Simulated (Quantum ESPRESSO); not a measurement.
**HfO2: zone-centre phonons and dielectric response under several settings**

```xyz
3
Lattice="0.0000 2.5575 2.5575 2.5575 0.0000 2.5575 2.5575 2.5575 0.0000" Properties=species:S:1:pos:R:3 pbc="T T T"
Hf    0.0000    0.0000    0.0000
O     3.8363    3.8363    3.8363
O     1.2788    1.2788    1.2788
```

Measurements of this composition are mostly on another form, of space group No. 14.

All runs used Quantum ESPRESSO 7.5; k mesh 4 × 4 × 4, shifted; relaxed cell; no spin polarisation; cutoff 612 eV; occupations smeared at first, fixed for the response.

| level | potentials | volume (Å³/atom) | lowest optical mode without the field (cm⁻¹) | highest optical mode without the field (cm⁻¹) | highest mode with the field (cm⁻¹) | ε∞ (mean) | ε0 (mean) | Born charge of atom 1 (e) |
| --- | --- | --- | --- | --- | --- | --- | --- | --- |
| LDA | GBRV 1.5 LDA | 10.35 | 263 | 605 | 640 | 5.24 | 31.0 | 5.53 |
| PBE | GBRV 1.5 PBE | 10.94 | 227 | 570 | 612 | 5.17 | 37.5 | 5.50 |
| PBEsol | GBRV 1.5 PBEsol | 10.60 | 248 | 588 | 626 | 5.23 | 33.5 | 5.51 |
| RPBE | GBRV 1.5 PBE | 11.15 | 212 | 560 | 604 | 5.11 | 41.3 | 5.49 |
| revPBE | GBRV 1.5 PBE | 11.09 | 216 | 562 | 606 | 5.13 | 40.3 | 5.49 |
| PW91 | GBRV 1.5 PBE | ? | ? | ? | ? | ? | ? | ? |
| vdW-DF-cx | GBRV 1.5 PBE | 10.63 | 253 | 592 | 629 | 5.23 | 32.4 | 5.52 |

Problem. What stands in the row left open?

Solution. Volume 10.92 Å³/atom; lowest optical mode without the field 225 cm⁻¹; highest optical mode without the field 573 cm⁻¹; highest mode with the field 612 cm⁻¹; ε∞ 5.17; ε0 38.1; Born charge of atom 1 5.50 e.

Caveats: the potentials were made for another functional, which shifts forces and pressure (some runs).

For the row left open. Caveat: the potentials were made for another functional, which shifts forces and pressure.
